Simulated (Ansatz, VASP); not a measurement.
Two plane-wave programs on SiO2

Contents of POSCAR:

```
SiO2
1.0
    4.5202385623      0.0000000000      0.0000000000
    0.0000000000      4.5202385623      0.0000000000
    0.0000000000      0.0000000000      2.7754947722
Si O
2 4
Direct
    0.5000000000      0.5000000000      0.5000000000
    0.0000000000      0.0000000000      0.0000000000
    0.6938852014      0.6938852014      0.0000000000
    0.1938852014      0.8061147986      0.5000000000
    0.3061147986      0.3061147986      0.0000000000
    0.8061147986      0.1938852014      0.5000000000
```

INCAR.step1

```
SYSTEM = SiO2
PREC     = Accurate       ! precision mode
ENCUT    = 520            ! plane-wave cutoff, eV
ISMEAR   = 0              ! smearing method
SIGMA    = 0.05           ! smearing width, eV
LREAL    = .FALSE.        ! projectors in reciprocal space
LASPH    = .TRUE.         ! aspherical terms in the spheres
NELM     = 60             ! most SCF steps
NBANDS   = 25             ! bands
GGA      = PE             ! functional
ALGO     = Normal         ! electronic algorithm
EDIFF    = 1E-4           ! SCF threshold, eV
LWAVE    = .TRUE.         ! write WAVECAR
LCHARG   = .FALSE.        ! write CHGCAR
```

The input INCAR.step2:

```
SYSTEM = SiO2
PREC     = Accurate       ! precision mode
ENCUT    = 520            ! plane-wave cutoff, eV
EDIFF    = 1E-6           ! SCF threshold, eV
ISMEAR   = 0              ! smearing method
SIGMA    = 0.05           ! smearing width, eV
LREAL    = .FALSE.        ! projectors in reciprocal space
LASPH    = .TRUE.         ! aspherical terms in the spheres
NELM     = 60             ! most SCF steps
ALGO     = Normal         ! electronic algorithm
ISIF     = 2              ! what is computed and relaxed
LWAVE    = .FALSE.        ! write WAVECAR
LCHARG   = .FALSE.        ! write CHGCAR
METAGGA  = R2SCAN         ! meta-GGA
LMIXTAU  = .TRUE.       
NBANDS   = 25             ! bands
ISTART   = 1
```

File KPOINTS:

```
Automatic mesh
0
G
  6 6 8
  0 0 0
```

Input for Ansatz:

```yaml
crystal:
  lattice:
    - [4.5202385623, 0.0, 0.0]
    - [0.0, 4.5202385623, 0.0]
    - [0.0, 0.0, 2.7754947722]
  atoms:
    - { symbol: Si, position: [0.5, 0.5, 0.5] }
    - { symbol: Si, position: [0.0, 0.0, 0.0] }
    - { symbol: O, position: [0.6938852014, 0.6938852014, 0.0] }
    - { symbol: O, position: [0.1938852014, 0.8061147986, 0.5] }
    - { symbol: O, position: [0.3061147986, 0.3061147986, 0.0] }
    - { symbol: O, position: [0.8061147986, 0.1938852014, 0.5] }
basis:
  ecutwfc: 500
kpoints:
  mp_grid: { grid: [6, 6, 8] }
hamiltonian:
  xc: r2scan
scf:
  occupations: { method: gaussian, width: 0.05 }
output:
  forces: true
  stress: true
  eigenvalues: true
```

Change from the starting cell: strain +0.080 along x and y, +0.040 along z, atoms carried along.

Alike in both runs: task single point; functional r2SCAN; k mesh 6 × 6 × 8; occupations gaussian, width 0.05 eV; no spin polarisation.

|  | VASP | Ansatz |
| --- | --- | --- |
| version | VASP 6.6.1 | Ansatz 0.2.0 |
| potentials or method | VASP PAW PBE potentials, release 64 (Si, O) | scalar-relativistic, plane waves, PAW |
| plane-wave cutoff (eV) | 520 | 500 |
| valence electrons in the cell | 32 | 32 |

```tsv
	VASP	Ansatz	Ansatz less VASP
gap on the k mesh at the Fermi level (eV)	3.39	3.41	+0.020
least direct gap on the mesh (eV)	3.39	3.41	+0.020
pressure (GPa)	-41.8	-42.0	-0.26
largest component of the traceless stress (GPa)	1.94	1.48	-0.462
rms of the force components (eV/Å)	0.727	0.738	+0.0118
```

Atom by atom the forces differ by 0.012 eV/Å (rms over components).

Caveats: the cell as given lies far from equilibrium; so large a pressure means that the cell lies far from this level's equilibrium, or that cutoff or potentials fall short (VASP); the potentials were made for another functional, which shifts forces and pressure (VASP).
